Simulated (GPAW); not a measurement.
MgS (Niningerite):

```
S Mg
1.0
     0.00000    2.60165    2.60165
     2.60165    0.00000    2.60165
     2.60165    2.60165    0.00000
S Mg
1 1
Direct
  0.50000 0.50000 0.50000
  0.00000 0.00000 0.00000
```

Base run:

```yaml
Program: GPAW 26.7.0
Functional: PW91
Potentials_or_basis: PAW data sets generated in the run's folder for this functional
Cutoff: 800 eV
Basis: pw
k_mesh: 7 × 7 × 7
Occupations: fermi-dirac, width 0.05 eV
Spin: no spin polarisation
```

Its results: band gap on the k mesh 3.03 eV, indirect (least direct gap 3.73 eV); pressure 1.1 GPa.

Problem. The run is repeated on the same cell with these changes: functional from PW91 to SOGGA; band points from 80 to 100. What comes out?

Solution. Band gap on the k mesh 2.91 eV, indirect (least direct gap 3.58 eV); pressure -1.1 GPa.

Caveats: the mesh misses the band edges, which the band path finds closer together.

Not every run made on this cell is shown here.
